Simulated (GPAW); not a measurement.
**Screening of a field by B/Cu(111)**

Wanted: the out-of-plane polarisability of B/Cu(111).

Program: GPAW 26.7.0. Level of theory: GPAW, PAW setups; slab in vacuum, relaxation, in the first sound run; inputs show where later runs differ. Results are calculated unless marked as measured.

## (1) The structure

The cell holds 5 atoms: 4 Cu and 1 B. Its edges and angles: a = 2.553 Å, b = 2.553 Å, c = 25.832 Å, α = 90.0°, β = 90.0°, γ = 60.0°. Vacuum lies along c.

## (2) Relaxing the atoms

Forces are removed first; all later runs use this geometry. The lowest 2 atoms are held at bulk positions and keep their forces.

File run.py:

```python
import json
import numpy as np
from ase import Atoms
from ase.constraints import FixAtoms
from ase.optimize import BFGS
from gpaw import GPAW, PW

slab = Atoms(
    ['Cu', 'Cu', 'Cu', 'Cu', 'B'],
    positions=[
        [0.00000, 0.00000, 9.00000],
        [1.27633, 0.73689, 11.08423],
        [2.55266, 1.47378, 13.16847],
        [0.00000, 0.00000, 15.25270],
        [2.55266, 1.47378, 16.83181]],
    cell=[[2.55266, 0.0, 0.0], [1.27633, 2.21066, 0.0], [0.0, 0.0, 25.83181]],
    pbc=[True, True, False])

slab.calc = GPAW(mode=PW(500), xc='PBE', kpts={'size': (14, 14, 1), 'gamma': True},
                 occupations={'name': 'fermi-dirac', 'width': 0.1}, nbands='200%',
                 convergence={'density': 1e-05}, maxiter=200,
                 poissonsolver={'dipolelayer': 'xy'},
                 symmetry={'tolerance': 1e-3, 'extra_ids': [1, 1, 0, 0, 0]}, txt='slab.txt')
result = {}
slab.set_constraint(FixAtoms([0, 1]))
path = []
opt = BFGS(slab, maxstep=0.2)
opt.attach(lambda: path.append((slab.get_potential_energy(), slab.positions.tolist(), slab.get_forces().tolist())))
result['relaxed'] = bool(opt.run(fmax=0.03, steps=40))
result['path'] = path
energy = slab.get_potential_energy()
fermi = slab.calc.get_fermi_level()
v = slab.calc.get_electrostatic_potential().mean((0, 1)) - fermi
n = slab.calc.get_pseudo_density().mean((0, 1))
L = slab.cell[2, 2]
z = np.arange(len(v)) * L / len(v)
low, high = slab.positions[:, 2].min(), slab.positions[:, 2].max()
below, above = np.interp([low - 6.8, high + 6.8], z, v)
slopes = [np.interp(x, z, np.gradient(v, z)) for x in (low - 6.8, high + 6.8)]
eps = np.array([[slab.calc.get_eigenvalues(k, s) for k in range(len(slab.calc.get_ibz_k_points()))]
                for s in range(slab.calc.get_number_of_spins())]) - fermi
top, bottom = eps[eps < 0].max(), eps[eps > 0].min()
dipole = slab.get_dipole_moment()[2]
print(f'energy {energy:.4f} eV, Fermi level {fermi:.4f} eV, dipole {dipole:.5f} e A')
print(f'potential 6.8 A off the faces, from the Fermi level: lower {below:.4f} eV, upper {above:.4f} eV')
print(f'slope of the potential there: lower {slopes[0]:.5f}, upper {slopes[1]:.5f} eV/A')
print(f'nearest levels on the mesh: {top:.4f} and {bottom:.4f} eV')
print('magnetic moment', round(slab.get_magnetic_moment(), 3))
result.update(energy=energy, fermi=fermi, dipole=dipole, below=below, above=above, slopes=slopes, edges=[top, bottom],
              z=z.tolist(), v=v.tolist(), n=n.tolist(), positions=slab.positions.tolist(),
              forces=slab.get_forces(apply_constraint=False).tolist(), moments=slab.get_magnetic_moments().tolist())
json.dump(result, open('result.json', 'w'))
```

Command:

```sh
OMP_NUM_THREADS=1 OPENBLAS_NUM_THREADS=1 python run.py
```

What it wrote:

```text
Step          Energy          fmax
BFGS:    0      -18.229918        0.298992
BFGS:    1      -18.231840        0.252685
BFGS:    2      -18.236680        0.112055
BFGS:    3      -18.236927        0.113197
BFGS:    4      -18.238140        0.111040
BFGS:    5      -18.239329        0.146293
BFGS:    6      -18.240640        0.149338
BFGS:    7      -18.241298        0.114964
BFGS:    8      -18.241847        0.089052
BFGS:    9      -18.242360        0.096198
BFGS:   10      -18.242974        0.073764
BFGS:   11      -18.243292        0.030208
BFGS:   12      -18.243368        0.009525
energy -18.2132 eV, Fermi level -0.0131 eV, dipole -0.02196 e A
potential 6.8 A off the faces, from the Fermi level: lower 4.7850 eV, upper 5.5048 eV
slope of the potential there: lower -0.00007, upper 0.00006 eV/A
nearest levels on the mesh: -0.0653 and 0.0903 eV
magnetic moment 0.0
```

The job ended after 12 min (1 thread of AMD EPYC 9R14 (Zen 4), shared host; peak memory 0.26 GiB).

The steps of the relaxation:

```
step  energy less that of the first step (eV)  largest force (eV/Å)
   1                                   0.0000                0.2990
   2                                  -0.0019                0.2527
   3                                  -0.0065                0.1121
   4                                  -0.0067                0.1132
   5                                  -0.0078                0.1110
   6                                  -0.0088                0.1463
   7                                  -0.0099                0.1493
   8                                  -0.0105                0.1150
   9                                  -0.0110                0.0891
  10                                  -0.0114                0.0962
  11                                  -0.0119                0.0738
  12                                  -0.0120                0.0302
  13                                  -0.0121                0.0095
```

The atoms that moved most (Å):

```
atom     dx     dy     dz  length
 Cu4  0.000  0.000  0.101   0.101
  B5  0.000  0.000  0.098   0.098
 Cu3  0.000  0.000  0.019   0.019
```

The relaxed structure:

```
Cu B
1.0
     2.55266    0.00000    0.00000
     1.27633    2.21066    0.00000
     0.00000    0.00000   25.83181
Cu B
4 1
Direct
  0.00000 0.00000 0.34841
  0.33333 0.33333 0.42909
  0.66667 0.66667 0.51053
  0.00000 0.00000 0.59439
  0.66667 0.66667 0.65538
```

This step gave:

| Quantity | Value |
| --- | --- |
| dipole along the normal | -0.02196 e·Å |
| levels nearest the Fermi level on the mesh | -0.06532, 0.09031 eV from the Fermi level |
| upper work function | 5.505 eV |
| lower work function | 4.785 eV |

The electrostatic potential energy of an electron (without an applied field's), less the Fermi level, planar mean oscillates, so the rows of the table below give means over windows of 2.1 Å about each position, cut where the curve ends. Its maxima inside the range that stand out by 2 % of the span (Å: eV): 10.0: -0.0418, 12.2: 0.101, 14.3: 0.268, 16.3: -3.64. Its minima: 9.0: -19.0, 11.1: -19.1, 13.2: -19.1, 15.4: -19.7, 16.9: -15.3.

Table of electrostatic potential energy of an electron (without an applied field's), less the Fermi level, planar mean by z; means over each step:

```
z (Å)  electrostatic potential energy of an electron (without an applied field's), less the Fermi level, planar mean (eV)
 1.05                                                                                                                4.82
 3.15                                                                                                                4.78
 5.25                                                                                                                4.78
 7.35                                                                                                                3.07
 9.45                                                                                                               -8.01
11.55                                                                                                               -8.02
13.65                                                                                                               -7.87
15.75                                                                                                               -10.5
17.85                                                                                                              -0.975
19.95                                                                                                                5.48
22.05                                                                                                                5.50
24.15                                                                                                                5.50
```

The pseudo valence density, planar mean by z:

z (Å), pseudo valence density, planar mean (e/Å³) and a bar:
```
      5.5       0.00 
      6.0       0.00 
      6.5       0.00 
      7.0       0.01 
      7.5       0.03 
      8.0       0.13 ##
      8.5       0.65 ########
      9.0       2.41 ##############################
      9.5       0.67 ########
     10.0       0.25 ###
     10.5       0.48 ######
     11.0       2.18 ###########################
     11.5       0.87 ###########
     12.0       0.26 ###
     12.5       0.38 #####
     13.0       1.89 ########################
     13.5       1.31 ################
     14.0       0.28 ####
     14.5       0.27 ###
     15.0       1.12 ##############
     15.5       2.09 ##########################
     16.0       0.51 ######
     16.5       0.38 #####
     17.0       0.32 ####
     17.5       0.23 ###
     18.0       0.08 #
     18.5       0.02 
     19.0       0.01 
     19.5       0.00 
     20.0       0.00 
     20.5       0.00
```

The relaxation lowered the energy of the cell by 0.0121 eV (energies extrapolated to zero smearing; the optimiser's log prints free energies). The largest force left on a free atom is 0.0095 eV/Å.

## (3) Plane waves, PBE

The work function is the vacuum plateau of the electrostatic potential less the Fermi level; a dipole layer lets the two faces have plateaus of their own.

This step: GPAW, PAW setups; slab in vacuum (GPAW 26.7.0).

run.py: that of step 2 with these lines changed.

```diff
@@ -3,4 +3,2 @@
 from ase import Atoms
-from ase.constraints import FixAtoms
-from ase.optimize import BFGS
 from gpaw import GPAW, PW
@@ -12,5 +10,5 @@
         [1.27633, 0.73689, 11.08423],
-        [2.55266, 1.47378, 13.16847],
-        [0.00000, 0.00000, 15.25270],
-        [2.55266, 1.47378, 16.83181]],
+        [2.55266, 1.47378, 13.18782],
+        [0.00000, 0.00000, 15.35404],
+        [2.55266, 1.47378, 16.92958]],
     cell=[[2.55266, 0.0, 0.0], [1.27633, 2.21066, 0.0], [0.0, 0.0, 25.83181]],
@@ -22,10 +20,4 @@
                  poissonsolver={'dipolelayer': 'xy'},
-                 symmetry={'tolerance': 1e-3, 'extra_ids': [1, 1, 0, 0, 0]}, txt='slab.txt')
+                 symmetry={'tolerance': 1e-3}, txt='slab.txt')
 result = {}
-slab.set_constraint(FixAtoms([0, 1]))
-path = []
-opt = BFGS(slab, maxstep=0.2)
-opt.attach(lambda: path.append((slab.get_potential_energy(), slab.positions.tolist(), slab.get_forces().tolist())))
-result['relaxed'] = bool(opt.run(fmax=0.03, steps=40))
-result['path'] = path
 energy = slab.get_potential_energy()
```

What it wrote:

```text
energy -18.2132 eV, Fermi level -0.0130 eV, dipole -0.02186 e A
potential 6.8 A off the faces, from the Fermi level: lower 4.7850 eV, upper 5.5046 eV
slope of the potential there: lower -0.00009, upper 0.00005 eV/A
nearest levels on the mesh: -0.0653 and 0.0903 eV
magnetic moment 0.0
```

The job ended after 2.3 min (1 thread; peak memory 0.26 GiB).

This step gave:

```yaml
dipole_along_the_normal: -0.02186 e·Å
levels_nearest_the_fermi_level_on_the_mesh: -0.06529, 0.09032 eV from the Fermi level
```

The electrostatic potential energy of an electron (without an applied field's), less the Fermi level, planar mean by z:

```
z (Å)  electrostatic potential energy of an electron (without an applied field's), less the Fermi level, planar mean (eV)
  0.0                                                                                                                5.14
  0.5                                                                                                                4.79
  1.0                                                                                                                4.79
  1.5                                                                                                                4.79
  2.0                                                                                                                4.78
  2.5                                                                                                                4.78
  3.0                                                                                                                4.78
  3.5                                                                                                                4.78
  4.0                                                                                                                4.78
  4.5                                                                                                                4.78
  5.0                                                                                                                4.78
  5.5                                                                                                                4.78
  6.0                                                                                                                4.76
  6.5                                                                                                                4.71
  7.0                                                                                                                4.53
  7.5                                                                                                                3.87
  8.0                                                                                                                1.49
  8.5                                                                                                               -7.08
  9.0                                                                                                               -19.0
  9.5                                                                                                               -7.16
 10.0                                                                                                              -0.118
 10.5                                                                                                               -5.19
 11.0                                                                                                               -18.6
 11.5                                                                                                               -9.75
 12.0                                                                                                              -0.348
 12.5                                                                                                               -2.96
 13.0                                                                                                               -16.5
 13.5                                                                                                               -13.0
 14.0                                                                                                               -1.17
 14.5                                                                                                              -0.971
 15.0                                                                                                               -12.3
 15.5                                                                                                               -18.3
 16.0                                                                                                               -5.34
 16.5                                                                                                               -6.38
 17.0                                                                                                               -14.6
 17.5                                                                                                               -1.93
 18.0                                                                                                                3.53
 18.5                                                                                                                5.02
 19.0                                                                                                                5.39
 19.5                                                                                                                5.48
 20.0                                                                                                                5.50
 20.5                                                                                                                5.50
 21.0                                                                                                                5.50
 21.5                                                                                                                5.50
 22.0                                                                                                                5.50
 22.5                                                                                                                5.50
 23.0                                                                                                                5.50
 23.5                                                                                                                5.50
 24.0                                                                                                                5.50
 24.5                                                                                                                5.50
 25.0                                                                                                                5.50
 25.5                                                                                                                5.45
```

The pseudo valence density, planar mean oscillates, so the rows of the table below give means over windows of 2.1 Å about each position, cut where the curve ends. Its maxima inside the range that stand out by 2 % of the span (Å: e/Å³): 9.0: 2.43, 11.1: 2.43, 13.2: 2.43, 15.3: 2.39. Its minima: 10.1: 0.248, 12.1: 0.242, 14.4: 0.224.

Pseudo valence density, planar mean against z; means over each step:

```
z (Å)  pseudo valence density, planar mean (e/Å³)
 3.15                                           0
 5.25                                      2.9e-4
 7.35                                      0.0699
 9.45                                       0.929
11.55                                       0.928
13.65                                       0.917
15.75                                       0.973
17.85                                       0.149
19.95                                     0.00122
22.05                                      3.1e-6
```

Force by atom:

```
atom  x (eV/Å)  y (eV/Å)  z (eV/Å)    size
 Cu1    0.0000    0.0000   -0.0567  0.0567
 Cu2    0.0000    0.0000    0.0640  0.0640
 Cu3    0.0000    0.0000   -0.0095  0.0095
 Cu4    0.0000    0.0000    0.0038  0.0038
  B5    0.0000    0.0000    0.0003  0.0003
```

The potential is flat to 9.3e-5 eV/Å where it is read, so the vacuum is wide enough.

(Part 1 of 2 ends here.)

[Logs are printed without paths, hosts, clocks, repeated set-up lines and the standing remarks that a program may print on its own settings, such as how far it seeks lower states.]

[Hosts, paths, dates, database ids (printed as entryN), source tags and the programs' standing remarks are cut or masked in the printed files.]
